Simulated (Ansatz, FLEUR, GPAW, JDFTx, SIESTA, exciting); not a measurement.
BP: 7 runs at one level of theory

```
P B
1.0
     0.00000    2.26900    2.26900
     2.26900    0.00000    2.26900
     2.26900    2.26900    0.00000
P B
1 1
Direct
  0.75000 0.75000 0.75000
  0.00000 0.00000 0.00000
```

Alike in all runs: task band structure; functional RPBE; k mesh 10 × 10 × 10; occupations fermi-dirac, width 0.05 eV; no spin polarisation; no spin-orbit coupling. Pressure is positive in compression and, in plane waves, holds the error of the finite cutoff, which Ansatz's Pulay term estimates and takes out. Gaps are the smaller of the mesh's and the band path's.

```
                                                         program and potentials  plane-wave cutoff (eV)                                                                                   notes  band gap (eV)  pressure (GPa)
                                                             Ansatz, Ansatz PAW                     420  potentials made for PBE, which Ansatz adapts in part; Pulay term of +0.12 GPa included           1.27            3.96
exciting, all-electron LAPW+lo, shipped species files, valence relativity iora*                       -                                                                                       -           1.27               -
                                 Ansatz, all-electron LAPW, scalar-relativistic                       -                                                                                       -           1.27            3.91
    SIESTA, files PseudoDojo sr-pbe-0.4.1-standard, DZP (energy shift 0.002 Ry)                       -                                                   atomic basis; potentials made for PBE           1.36            5.35
                                                     FLEUR, all-electron, FLAPW                       -                                                                                       -           1.41               -
                      JDFTx, PseudoDojo-SR-PBE-0.5-standard with smoothed tails                    1034                                                                 potentials made for PBE           1.32               -
     GPAW, the program's PAW data sets (release 1.2.1) made for this functional                     800                                                                                       -           1.26            4.23
```

The band gap spans 1.26 (GPAW, the program's PAW data sets (release 1.2.1) made for this functional) to 1.41 eV (FLEUR, all-electron, FLAPW), with all-electron results at 1.27 to 1.41. The pressure spans 3.91 (Ansatz, all-electron LAPW, scalar-relativistic) to 5.35 GPa (SIESTA, files PseudoDojo sr-pbe-0.4.1-standard, DZP (energy shift 0.002 Ry)), with all-electron results at 3.91. Some sets were made for another functional than the one run, which can shift their rows. The paths' points differ, which is worth about 0.01 eV. Rows in atomic bases carry the error of their basis and grid, which can be large.

The functional is the same throughout but for its coding, so the spread measures potentials, basis and numerics; runs on potential files found faulty are left out.
